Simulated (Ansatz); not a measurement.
Zinc-blende InN (metastable phase), treated with PBE0 (plane waves, PAW; Ansatz, an electronic-structure program).

Run with plane-wave cutoff 520 eV, 10×10×10 k mesh, finite displacements, scalar-relativistic PAW data made under PBE.

Computed at the level's own relaxed cell.

```xyz
2
Lattice="0.0000 2.4909 2.4909 2.4909 0.0000 2.4909 2.4909 2.4909 0.0000" Properties=species:S:1:pos:R:3 pbc="T T T"
In     0.0000     0.0000     0.0000
N      3.7364     3.7364     3.7364
```

Harmonic phonon frequencies (cm⁻¹; i marks an imaginary mode; at Γ without the LO shift):

| q point | frequencies |
|---|---|
| Γ | 0 0 0 466 466 466 |
| X | 125 125 237 529 529 595 |
| L | 87 87 234 493 493 600 |

No imaginary mode appears at these points.
